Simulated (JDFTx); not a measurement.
# BN under changes of volume

One of the cells (5.969 Å³/atom); the others are scaled copies at fixed shape and fractional positions:

```xyz
4
Lattice="2.5539 0.0000 0.0000 -1.2770 2.2118 0.0000 0.0000 0.0000 4.2269" Properties=species:S:1:pos:R:3 pbc="T T T"
N     0.0000    1.4745    0.5295
N     1.2770    0.7373    2.6430
B     0.0000    1.4745    2.1123
B     1.2770    0.7373    4.2257
```

Measurements of this composition are mostly on another form, of space group No. 194.

* Program: JDFTx 1.7.0 (patched build)
* Functional: PBEsol
* Potentials or basis: PseudoDojo-SR-PBEsol-0.4.1-standard with smoothed tails
* Cutoff: 1143 eV
* Density cutoff: 9143 eV
* k mesh: 12 × 12 × 6
* Occupations: fermi-dirac, width 0.05 eV
* Spin: no spin polarisation

```csv
volume (Å³/atom),energy over the lowest point (meV/atom),pressure (GPa),gap on the mesh (eV),largest force (eV/Å)
5.611,16.29,20.1,4.94,0.042
5.730,?,?,?,?
5.850,0.00,2.3,5.01,0.007
5.969,1.15,-5.3,5.04,0.009
6.088,7.75,-12.3,5.06,0.024
6.208,19.32,-18.7,5.09,0.038
6.327,35.40,-24.4,5.11,0.051
```

What does the run at 5.730 Å³/atom give?

Energy over the lowest point 4.85 meV/atom; pressure 10.8 GPa; gap on the mesh 4.97 eV; largest force 0.024 eV/Å.

Worked out: A Birch-Murnaghan fit of order 3 (a polynomial in V^(-2/3)) to the other rows has its minimum at 5.89 Å³/atom with B0 = V·E''(V) = 385 GPa and B' = 3.6 at fixed shape and positions, which overstates the stiffness. It gives 4.88 meV/atom at 5.730 Å³/atom, against the run's 4.85, and -dE/dV = 10.8 GPa, against 10.8. A straight line through the other rows of the gap, of slope 1.41 eV per unit of ln V, gives 4.98 eV, against the run's 4.97.

Energies are extrapolated to zero smearing.

A mesh can miss the band edges.
